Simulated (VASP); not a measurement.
## Ir: relaxation of cell and atoms with PBE

Ir:

```
Ir
1.0
     0.00000    2.46267    3.90846
     1.72745    0.00000    3.90846
     1.72745    2.46267    0.00000
Ir
2
Direct
  0.08710 0.08710 0.91290
  0.91290 0.91290 0.08710
```

The cell was built by a generator and needn't be a form met in nature.

```json
{
 "Program": "VASP 6.6.1",
 "Task": "relaxation of cell and atoms",
 "Functional": "PBE",
 "Potentials or basis": "VASP PAW PBE potentials, release 64 (Ir)",
 "Cutoff": "600 eV",
 "k mesh": "6 × 6 × 6",
 "Occupations": "gaussian, width 0.1 eV",
 "Spin": "no spin polarisation",
 "Dipole correction": "no",
 "Further INCAR settings": "ALGO = Normal; EDIFF = 1e-06; IBRION = 2; EDIFFG = -0.04; NSW = 90; ISIF = 3"
}
```

```json
{
 "Relaxed volume": "15.41 Å³/atom",
 "Relaxed cell": "a = 5.477 Å, b = 5.139 Å, c = 2.678 Å, α = 82.51°, β = 68.49°, γ = 29.00°",
 "Space group after relaxing (to 0.05 Å)": "Fmmm (No. 69)",
 "Energy gained by relaxing": "17012.2 meV/atom",
 "Ionic steps": "28",
 "Pressure after relaxing": "-0.1 GPa",
 "Largest force after relaxing": "0.004 eV/Å",
 "Band gap on the k mesh": "none (metal or under the smearing width)"
}
```

Forces on the atoms (eV/Å):
```
Ir   0.000  0.000 -0.004
Ir   0.000  0.000  0.004
```

Stress tensor (GPa, compression positive):
```
-0.12  0.00  0.00
 0.00 -0.24  0.00
 0.00  0.00 -0.02
```

The path:
| step | energy change (eV) | largest force (eV/Å) | pressure (GPa) | volume (Å³) |
| --- | --- | --- | --- | --- |
| 1 | 0.0000 | 118.2304 | 250.11 | 33.25 |
| 2 | 45.8041 | 1.0516 | -47.63 | 152.38 |
| 3 | 18.6080 | 5.7993 | -73.04 | 129.59 |
| 4 | 24.3198 | 9.1700 | 18.12 | 107.76 |
| 5 | -29.2183 | 2.8422 | -30.67 | 71.05 |
| 6 | -29.1510 | 2.9316 | -30.16 | 68.71 |
| 7 | -28.8957 | 2.5218 | -29.38 | 64.55 |
| 8 | -30.0884 | 1.3270 | -38.23 | 48.99 |
| 9 | -23.6287 | 35.9178 | 60.42 | 41.15 |
| 10 | -30.1719 | 1.0567 | -38.97 | 48.33 |
| 11 | -31.0465 | 1.5684 | -26.49 | 44.74 |
| 12 | -31.0503 | 0.5081 | -30.27 | 45.21 |
| 13 | -31.0579 | 1.0179 | -28.43 | 44.97 |
| 14 | -31.5974 | 4.0843 | 90.35 | 27.08 |
| 15 | -32.9607 | 2.9106 | 1.78 | 33.25 |
| 16 | -32.9681 | 2.9773 | 4.69 | 32.87 |
| 17 | -33.2651 | 0.0822 | 39.11 | 28.84 |
| 18 | -33.5729 | 0.5791 | 14.95 | 30.40 |
| 19 | -33.7483 | 0.0955 | -5.21 | 31.97 |
| 20 | -33.9477 | 0.1940 | -2.15 | 31.36 |
| 21 | -34.0151 | 0.4309 | -0.16 | 30.87 |
| 22 | -34.0154 | 0.4181 | -0.36 | 30.90 |
| 23 | -34.0232 | 0.1441 | 0.40 | 30.77 |
| 24 | -34.0233 | 0.1086 | 0.66 | 30.76 |
| 25 | -34.0240 | 0.0163 | -0.93 | 30.89 |
| 26 | -34.0241 | 0.0358 | -0.61 | 30.86 |
| 27 | -34.0244 | 0.0180 | 0.13 | 30.79 |
| 28 | -34.0244 | 0.0039 | -0.12 | 30.81 |

Final structure:
```xyz
2
Lattice="0.0000 2.3189 4.9615 1.3391 0.0000 4.9615 1.3391 2.3189 0.0000" Properties=species:S:1:pos:R:3 pbc="T T T"
Ir    1.3391    2.3189    6.2315
Ir    1.3391    2.3189    3.6915
```

Levels at points of the mesh, in eV from the Fermi level:
```
           k point  band 5  band 6  band 7  band 8  band 9  band 10  band 11  band 12  band 13
(0.00, 0.00, 0.00)   -2.98   -2.86   -2.72   -1.13   -0.92    -0.42     0.00     0.96     5.82
(0.50, 0.00, 0.00)   -1.99   -1.82   -0.87   -0.06    1.69     1.82     3.11     3.64     6.61
(0.50, 0.50, 0.00)   -3.26   -2.96   -2.68   -2.55   -1.58    -0.43     0.35     1.51    10.72
(0.50, 0.00, 0.50)   -1.37   -1.32   -0.91   -0.43    1.73     1.79     2.38     5.52     5.70
(0.00, 0.50, 0.50)   -2.77   -2.66   -1.29    0.92    1.61     1.93     3.37     3.69     6.59
```

Wall time 5.5 min on 1 thread of Intel(R) Xeon(R) 6975P-C (Granite Rapids), with other jobs on the host, peak memory 0.2 GiB.

Caveat: the k mesh is coarse (spacing up to 0.39 Å⁻¹), so the values aren't converged. The run has no spin-orbit coupling, so splittings on Ir are missing.
